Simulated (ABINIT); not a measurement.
AlN:

```
Al N
1.0
     0.00000    2.03452    2.03452
     2.03452    0.00000    2.03452
     2.03452    2.03452    0.00000
Al N
1 1
Direct
  0.50000 0.50000 0.50000
  0.00000 0.00000 0.00000
```

Measurements of this composition are mostly on another form, of space group No. 186.

Base run:

* Program: ABINIT 10.8.3 (patched build)
* Functional: PBE-EpsX
* Potentials or basis: PseudoDojo NC SR PBE v0.4.1 standard
* Cutoff: 952 eV
* k mesh: 8 × 8 × 8
* Occupations: fixed
* Spin: no spin polarisation

Its results: band gap on the k mesh 6.13 eV, indirect (least direct gap 7.20 eV).

Problem. The run is repeated on the same cell with these changes: functional from PBE-EpsX to PBE; occupations from fixed to fermi-dirac, width 0.05 eV. What comes out?

Solution. Band gap on the k mesh 4.49 eV, indirect (least direct gap 5.42 eV).

A k mesh can miss the band edges.
